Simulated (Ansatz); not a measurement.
The following input was run with Ansatz 0.2.0.

```yaml
crystal:
  lattice:
    - [4.0337264778, 0.0, 0.0]
    - [0.0, 4.0337264778, 0.0]
    - [0.0, 0.0, 2.8357950674]
  atoms:
    - { symbol: Fe, position: [0.5, 0.5, 0.0], spin: 2.63 }
    - { symbol: Fe, position: [0.5, 0.0, 0.5], spin: 2.9 }
    - { symbol: Fe, position: [0.0, 0.5, 0.5], spin: 2.9 }
    - { symbol: Co, position: [0.0, 0.0, 0.0], spin: 2.0 }
basis:
  ecutwfc: 420
kpoints:
  mp_grid: { grid: [10, 10, 14] }
  band_path:
    path:
      - [[0.0, 0.0, 0.0], [0.0, 0.5, 0.0], [0.5, 0.5, 0.0], [0.0, 0.0, 0.0], [0.0, 0.0, 0.5], [0.0, 0.5, 0.5], [0.5, 0.5, 0.5], [0.0, 0.0, 0.5]]
      - [[0.0, 0.5, 0.0], [0.0, 0.5, 0.5]]
      - [[0.5, 0.5, 0.0], [0.5, 0.5, 0.5]]
    npoints: 14
hamiltonian:
  xc: pbesol
scf:
  occupations: { method: gaussian, width: 0.1 }
  n_extra_bands: 10
output:
  forces: true
  stress: true
  eigenvalues: true
  populations: true
  dos: { projected: true, de: 0.02, nscf_kmesh: { grid: [15, 15, 21] } }
  bader: true
magnetization:
  spin_polarized: true
```

Launched with
```bash
ansatz run input.yaml --threads 1 --pin off --max-ram 2560MiB --backend cpu --events-out ev --progress --plain --runs-dir out
```

Computed with DFT PBEsol, scalar-relativistic, plane waves, PAW (Ansatz 0.2.0).

Part of what the program printed, abridged:

```
Warning: the band count 43 (scf.n_extra_bands) hosts the net moment |M| = 10.4300 μB (N_el = 65) but caps the reachable moment at 2·n_bands − N_el = 21.0000 μB, below the 46 bands that the automatic rule leaves for it — a moment growing past the seed, or the majority channel's smearing tail, pins there with fewer empty majority states than that count leaves; raise or omit scf.n_extra_bands unless the cap is intended
scf.n_extra_bands = 10 over 33 filled bands (N_el = 65.0): the run solves 43 bands
Pseudopotentials: kind: paw
Pseudopotential: Fe, paw, valence charge 16, recommended cutoff 420 eV (normal)
Pseudopotential: Co, paw, valence charge 17, recommended cutoff 420 eV (normal)
Functional definition: PBEsol
Crystal: 4 atoms, lattice volume = 46.141 Å³
Basis set: ecut = 420 eV, 929 PW (Γ), exchange–correlation on 54×54×40 points (8 copies of the dense FFT grid, shifted against one another)
Bands: 43, of which v1, the nominal top of the filled ones, is band 33 counted from 1 (32 counted from 0)
Symmetry: 16 space group operations
Space group: P4/mmm (ITA 123), of the structure as read, at distance tolerance 3.6e-5 Å
Magnetic group: BNS 123.339 (UNI 999), of the structure as read, at distance tolerance 3.6e-5 Å
k-points: 168 of 1400
Initial density: superposition of atomic densities (chi_scale 0.1, normalization cell)
Starting moments: Σ|m| = 10.43 μB on 4 of 4 sites
Initial wavefunctions: pseudopotential atomic-orbital guess
Functional: x = pbesol(κ = 0.804, μ = 0.12345679), c = pbesol(β = 0.046)
SCF iter   1: F=—  HF=-18439.453312 eV  |F-HF|=—  |Δ(HF+E_count)|=         —  Δρ=7.71e-2 (↑6.79e-2 ↓7.71e-2) dr2=5.05e0  dr2_m=4.06e-1  M=9.064 μB ∫|m|=9.192 μB  β_m=0.30  ethr=3.10e-3  ⟨swp⟩=5.1  Hψ=43201  notcnv=0
Mixer restart at iter 1: flushing history
spin=Collinear: Kerker preconditioning applied to the charge; magnetization (m = ρ↑ − ρ↓) channel mixes plain (no charge-response kernel on spin).
SCF iter   2: F=—  HF=-18437.722687 eV  |F-HF|=—  |Δ(HF+E_count)|=    1.73e0  Δρ=4.19e-2 (↑1.47e-2 ↓4.19e-2) dr2=6.35e-1  dr2_m=2.17e-1  M=9.377 μB ∫|m|=9.582 μB  β_m=0.38  ethr=3.10e-3  ⟨swp⟩=2.3  Hψ=24936  notcnv=0  defer=735
SCF iter   3: F=—  HF=-18438.516416 eV  |F-HF|=—  |Δ(HF+E_count)|=   7.94e-1  Δρ=1.79e-2 (↑1.64e-2 ↓1.79e-2) dr2=3.31e-2  dr2_m=1.05e-1  M=9.420 μB ∫|m|=9.728 μB  β_m=0.61  ethr=9.77e-4  ⟨swp⟩=2.0  Hψ=19532  notcnv=0  defer=734
SCF iter   4: F=—  HF=-18439.413334 eV  |F-HF|=—  |Δ(HF+E_count)|=   8.97e-1  Δρ=1.35e-2 (↑1.35e-2 ↓1.15e-2) dr2=1.30e-1  dr2_m=1.67e-2  M=9.323 μB ∫|m|=9.745 μB  β_m=0.70  ethr=5.09e-5  ⟨swp⟩=2.2  Hψ=28083  notcnv=0  defer=742
SCF iter   5: F=—  HF=-18439.535320 eV  |F-HF|=—  |Δ(HF+E_count)|=   1.22e-1  Δρ=1.08e-2 (↑1.08e-2 ↓2.60e-3) dr2=4.79e-2  dr2_m=9.82e-3  M=9.309 μB ∫|m|=9.764 μB  β_m=0.68  ethr=5.09e-5  ⟨swp⟩=2.0  Hψ=29266  notcnv=0  defer=751
SCF iter   6: F=—  HF=-18439.559109 eV  |F-HF|=—  |Δ(HF+E_count)|=   2.38e-2  Δρ=1.52e-3 (↑1.44e-3 ↓1.52e-3) dr2=9.40e-4  dr2_m=5.22e-4  M=9.261 μB ∫|m|=9.733 μB  β_m=0.84  ethr=5.09e-5  ⟨swp⟩=2.1  Hψ=25698  notcnv=0  defer=755
SCF iter   7: F=—  HF=-18439.560513 eV  |F-HF|=—  |Δ(HF+E_count)|=   1.40e-3  Δρ=1.33e-3 (↑1.14e-3 ↓1.33e-3) dr2=1.54e-3  dr2_m=1.75e-4  M=9.264 μB ∫|m|=9.747 μB  β_m=0.84  ethr=1.45e-6  ⟨swp⟩=2.0  Hψ=25806  notcnv=0  defer=755
SCF iter   8: F=—  HF=-18439.560387 eV  |F-HF|=—  |Δ(HF+E_count)|=   1.27e-4  Δρ=6.08e-4 (↑4.62e-4 ↓6.08e-4) dr2=4.17e-4  dr2_m=1.55e-5  M=9.261 μB ∫|m|=9.744 μB  β_m=0.81  ethr=1.45e-6  ⟨swp⟩=2.0  Hψ=20653  notcnv=0  defer=755
SCF iter   9: F=—  HF=-18439.560334 eV  |F-HF|=—  |Δ(HF+E_count)|=   5.24e-5  Δρ=4.55e-4 (↑4.55e-4 ↓2.52e-4) dr2=1.49e-4  dr2_m=8.75e-6  M=9.260 μB ∫|m|=9.743 μB  β_m=0.73  ethr=6.42e-7  ⟨swp⟩=2.3  Hψ=21643  notcnv=0  defer=755
SCF iter  10: F=—  HF=-18439.560351 eV  |F-HF|=—  |Δ(HF+E_count)|=   1.72e-5  Δρ=1.96e-4 (↑9.20e-5 ↓1.96e-4) dr2=2.12e-5  dr2_m=1.52e-6  M=9.258 μB ∫|m|=9.742 μB  β_m=0.87  ethr=2.29e-7  ⟨swp⟩=2.0  Hψ=18685  notcnv=0  defer=755
SCF iter  11: F=—  HF=-18439.560354 eV  |F-HF|=—  |Δ(HF+E_count)|=   2.92e-6  Δρ=8.88e-5 (↑8.88e-5 ↓7.15e-5) dr2=6.97e-6  dr2_m=4.30e-7  M=9.258 μB ∫|m|=9.742 μB  β_m=0.93  ethr=3.25e-8  ⟨swp⟩=2.0  Hψ=25215  notcnv=0  defer=755
SCF iter  12: F=—  HF=-18439.560354 eV  |F-HF|=—  |Δ(HF+E_count)|=   6.98e-8  Δρ=2.35e-5 (↑2.28e-5 ↓2.35e-5) dr2=5.50e-7  dr2_m=3.21e-8  M=9.259 μB ∫|m|=9.742 μB  β_m=0.93  ethr=1.07e-8  ⟨swp⟩=2.1  Hψ=20032  notcnv=0  defer=755
SCF iter  13: F=—  HF=-18439.560354 eV  |F-HF|=—  |Δ(HF+E_count)|=   1.41e-8  Δρ=7.77e-6 (↑5.81e-6 ↓7.77e-6) dr2=5.14e-8  dr2_m=2.05e-9  M=9.258 μB ∫|m|=9.742 μB  β_m=0.96  ethr=8.46e-10  ⟨swp⟩=2.0  Hψ=19723  notcnv=0  defer=755
SCF iter  14: F=-18439.560354 eV  HF=-18439.560354 eV  |F-HF|=3.68e-9  |Δ(HF+E_count)|=   1.18e-9  Δρ=1.73e-6 (↑1.65e-6 ↓1.73e-6) dr2=3.64e-9  dr2_m=2.35e-10  M=9.258 μB ∫|m|=9.742 μB  ethr=7.91e-11  ⟨swp⟩=6.2  Hψ=49371  notcnv=0
SCF 1 converged in 14 iterations: F = -18439.560354 eV  dr2 = 3.64e-9
SCF converged after 14 iterations
Magnetization: 9.2584 μB (37.1292 up, 27.8708 down)
Absolute magnetization: 9.7430 μB (∫|ρ↑−ρ↓|, with the PAW one-centre terms)
Spin contamination: 0.1600 ħ² per cell (⟨S²⟩ above its minimum at these occupations)
Per-site moments (μB) at R_I (Å): [(2.38615690, 1.01697528), (2.62107645, 1.01697528), (2.62107645, 1.01697528), (1.81110381, 1.01697528)]
Free energy (F): -18439.560354 eV
Harris-Foulkes:  -18439.560354 eV  (|F-HF|=3.68e-9)
Internal energy: -18439.548575 eV  (E = F + TS)
E sigma→0 (E₀):  -18439.554465 eV
Entropy (-TS):   -0.011779 eV (-2.945 meV/atom)
Fermi energy:    17.997461 eV
--- Per-component energies (eV) ---
  E_band       = -918.344720
  E_kinetic    = 1501.036591
  E_local      = -9176.668319  (includes V_loc(G=0)·N_el)
  E_nonlocal   = 1118.432965
  E_hartree    = 3838.264697
  E_xc         = -507.582521
  E_vxc        = -656.760496  (∫ρ·V_xc dr)
  E_paw        = -5488.833831  (= ΣΔE_a)
  E_vpaw       = -1380.920946  (= ΣTr[D̂ρ^β])
  E_aug_tail   = 0.002121  (compensation charges beyond the density's cutoff)
  E_ewald      = -9724.926302
  E_core_change = 0.726024  (= ΣΔE_core)
  E_smearing   = -0.011779  (= −TS)
--- Forces (eV/Å), atoms counted from 1 ---
  atom   1  Fe     0.00000000     0.00000000     0.00000000
  atom   2  Fe     0.00000000     0.00000000     0.00000000
  atom   3  Fe     0.00000000     0.00000000     0.00000000
  atom   4  Co     0.00000000     0.00000000     0.00000000
--- Stress (GPa, compression-positive) ---
       -9.184424       0.000000       0.000000
        0.000000      -9.184424       0.000000
        0.000000       0.000000      -9.173447
  P = ⅓ Tr σ = -9.1808 GPa (-91.808 kbar)
--- Band table (eV; the first three rows and the last of 336) ---
  k-point 0 ↑: bands = ["-77.9224", "-70.1304", "-70.1156", "-69.7127", "-41.3126", "-41.3041", "-41.3041", "-36.3789", "-36.3789", "-36.2818", "-36.2818", "-36.2812", "-36.2503", "-35.8323", "-35.8323", "-35.8254", "9.2282", "12.7844", "12.8940", "12.9742", "13.0026", "14.3523", "14.3523", "15.3377", "15.3892", "15.3892", "16.3304", "16.4034", "16.6318", "16.7684", "16.8094", "16.9196", "17.5505", "17.5505", "17.7004", "18.0792", "18.0792", "18.0841", "18.0841", "24.5942", "24.7016", "27.2568", "27.2568"]
  k-point 1 ↑: bands = ["-77.9222", "-70.1299", "-70.1153", "-69.7127", "-41.3146", "-41.3038", "-41.3038", "-36.3781", "-36.3781", "-36.2834", "-36.2792", "-36.2792", "-36.2534", "-35.8353", "-35.8353", "-35.8297", "9.3336", "12.8511", "12.9663", "13.0179", "13.0498", "14.3417", "14.3417", "15.3658", "15.3869", "15.3869", "16.3436", "16.3762", "16.6423", "16.7702", "16.8260", "16.9036", "17.1400", "17.1400", "17.6472", "17.6472", "17.6702", "18.9352", "18.9352", "24.6102", "24.7171", "26.7134", "27.4552"]
  k-point 2 ↑: bands = ["-77.9217", "-70.1284", "-70.1146", "-69.7127", "-41.3199", "-41.3028", "-41.3028", "-36.3760", "-36.3760", "-36.2895", "-36.2713", "-36.2713", "-36.2621", "-35.8438", "-35.8438", "-35.8419", "9.6454", "13.0373", "13.1473", "13.1734", "13.1861", "14.3139", "14.3139", "15.3834", "15.3834", "15.4489", "16.2851", "16.3808", "16.4705", "16.4705", "16.6716", "16.7753", "16.8666", "16.8744", "17.3853", "17.3853", "17.5811", "19.9172", "19.9172", "24.6645", "24.7699", "25.0962", "28.0242"]
  k-point 167 ↓: bands = ["-75.7009", "-67.0580", "-67.0580", "-66.9280", "-39.1910", "-39.1411", "-39.1411", "-33.5019", "-33.4380", "-33.4380", "-33.3393", "-33.2714", "-33.2575", "-33.0851", "-33.0851", "-33.0429", "14.1394", "14.2077", "14.2077", "14.2654", "15.9761", "16.1936", "16.1936", "16.3962", "18.1501", "18.3139", "18.3139", "18.4773", "18.7323", "18.7492", "19.2796", "19.2796", "19.6664", "19.8293", "19.8293", "19.8925", "20.0899", "20.4412", "20.4412", "20.7295", "25.9388", "26.2504", "26.2504"]
--- Löwdin populations: 4 sites ---
  site symbol q [e]    m [muB]
     0     Fe     15.8226     2.4393
     1     Fe     15.7543     2.6685
     2     Fe     15.7543     2.6685
     3     Co     16.7331     1.7810
  spilling = 0.014394 (of n_electrons = 65.000000)
--- Bader charges: 4 sites ---
  site symbol charge [e]  shift [e]    m [muB]
     0     Fe     -0.0099     0.0001     2.3548
     1     Fe      0.1047     0.0003     2.5958
     2     Fe      0.1047     0.0003     2.5957
     3     Co     -0.1995     0.0006     1.7122
  estimated error of the sums over rays = 6.6e-4 e
```

The run converged.

Time: 4.3 min on 1 thread of AMD EPYC (Zen 3), on a shared host, peak memory 0.92 GiB.

Only parallel moments were tried here.